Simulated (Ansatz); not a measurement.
From barrier to diffusion: H in Pd

Method: DFT LDA, scalar-relativistic, plane waves, PAW (Ansatz). Run with 420 eV cutoff, 4×4×4 k-mesh, shifted by half a step, Gaussian smearing of 0.10 eV, no spin polarisation.

Host crystal, relaxed:

```cif
data_structure
_symmetry_space_group_name_H-M 'P 1'
_symmetry_Int_Tables_number 1
_cell_length_a 2.7146
_cell_length_b 2.7146
_cell_length_c 2.7146
_cell_angle_alpha 60.000
_cell_angle_beta 60.000
_cell_angle_gamma 60.000
_cell_volume 14.15
loop_
_atom_site_label
_atom_site_type_symbol
_atom_site_fract_x
_atom_site_fract_y
_atom_site_fract_z
_atom_site_occupancy
Pd1 Pd 0.00000 0.00000 0.00000 1
```

In a supercell of 16 host sites, interstitial H hops to an equivalent place, moving 2.71 Å. Climbing-image nudged elastic band at fixed cell; the order of the saddle wasn't checked, and the small cell leaves errors of about a tenth of an eV. Zero-point motion and tunnelling, which matter for H, are left out.

```
image path (Å) E − E(0) (eV)
    0      0.00          0.000
    1      1.05          0.264
    2      1.78          0.175
    3      2.52          0.203
    4      3.26          0.000
```

Question: What are the barriers forward and back, and what attempt frequency does the shape suggest?

Answer: Forward 0.26 eV, back 0.26 eV, the ends being level. For a sinusoidal profile E_b sin²(πx/l), with the H atom alone moving, ν = (1/l)√(E_b/2m) = 1.3×10¹³ s⁻¹, within an order of magnitude of the customary 10¹³ s⁻¹; a true prefactor needs the vibrations at the minimum and at the saddle.

Question: With ν = 10¹³ s⁻¹, give the forward jump rate along this one path, the wait 1/k for that jump, the diffusivity D ≈ l²k and the distance √(Dt) covered in an hour at 300, 600 and 1000 K, taking the host as solid throughout.

Answer: k = ν exp(−E_b/k_BT):
```
T (K) k (1/s) wait (s) D (cm²/s)  √(Dt) in 1 h (nm)
  300   3.6×10⁸   2.8×10⁻⁹   2.7×10⁻⁷            3.1×10⁵
  600  6.0×10¹⁰  1.7×10⁻¹¹   4.4×10⁻⁵            4.0×10⁶
 1000  4.6×10¹¹  2.2×10⁻¹²   3.4×10⁻⁴            1.1×10⁷
```

D = l²k holds for six equivalent jumps in three dimensions (z l²k/6) and is a scale otherwise. Long-range transport needs a connected net of such jumps, and traps slow it. D is that of an interstitial already there. An error of 0.1 eV in the barrier changes k by a factor of 48 at 300 K and 3.2 at 1000 K.

Cost: 1 run of about 2 core-hours, on Arm Neoverse V1 (shared hosts).